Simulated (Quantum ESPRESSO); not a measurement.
**HfC under changes of volume**

One of the cells (12.568 Å³/atom); the others are scaled copies at fixed shape and fractional positions:

```
Hf C
1.0
     0.00000    2.32500    2.32500
     2.32500    0.00000    2.32500
     2.32500    2.32500    0.00000
Hf C
1 1
Direct
  0.50000 0.50000 0.50000
  0.00000 0.00000 0.00000
```

```yaml
Program: Quantum ESPRESSO 7.5
Functional: PBE
Potentials_or_basis: SSSP 1.3 efficiency PBE
Cutoff: 816 eV
Density_cutoff: 5987 eV
k_mesh: 10 × 10 × 10
Occupations: fermi-dirac, width 0.05 eV
Spin: no spin polarisation
```

```tsv
volume (Å³/atom)	energy over the lowest point (meV/atom)	pressure (GPa)
11.814	40.06	17.2
12.065	17.81	11.1
12.317	4.75	5.5
12.568	0.00	0.5
12.819	?	?
13.071	12.31	-8.2
13.322	28.00	-11.9
```

Problem. What does the run at 12.819 Å³/atom give?

Solution. Energy over the lowest point 2.76 meV/atom; pressure -4.1 GPa.

Worked out: A Birch-Murnaghan fit of order 3 (a polynomial in V^(-2/3)) to the other rows has its minimum at 12.60 Å³/atom with B0 = V·E''(V) = 237 GPa and B' = 4.0. It gives 2.75 meV/atom at 12.819 Å³/atom, against the run's 2.76, and -dE/dV = -4.0 GPa, against -4.1.

Energies are extrapolated to zero smearing.
